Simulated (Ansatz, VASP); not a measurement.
# SiMo3: VASP beside Ansatz

```xyz
8
Lattice="4.8897 0.0000 0.0000 0.0000 4.8897 0.0000 0.0000 0.0000 4.8897" Properties=species:S:1:pos:R:3 pbc="T T T"
Si    2.4448    2.4448    2.4448
Si    0.0000    0.0000    0.0000
Mo    0.0000    2.4448    1.2224
Mo    0.0000    2.4448    3.6673
Mo    2.4448    3.6673    0.0000
Mo    2.4448    1.2224    0.0000
Mo    3.6673    0.0000    2.4448
Mo    1.2224    0.0000    2.4448
```

Alike in both runs: task relaxation of cell and atoms; functional PBE; k mesh 8 × 8 × 8; occupations gaussian, width 0.1 eV; no spin polarisation.

|  | VASP | Ansatz |
| --- | --- | --- |
| version | VASP 6.6.1 | Ansatz 0.2.0 |
| potentials or method | VASP PAW PBE potentials, release 64 (Si, Mo_sv) | scalar-relativistic, plane waves, PAW |
| plane-wave cutoff (eV) | 600 | 420 |
| valence electrons in the cell | 92 | 92 |

```csv
,VASP,Ansatz,Ansatz less VASP
"gap on the k mesh at the Fermi level, each at its own relaxed structure (eV)",none,none,-
relaxed volume (Å³/atom),14.79,14.76,-0.025
relaxed cell length with the largest relative difference (Å),4.909,4.906,-0.0027
energy change over the relaxation (meV/atom),-2,-1,+0.4
```

A gap of «none» marks a metal or a gap that the smearing closes.
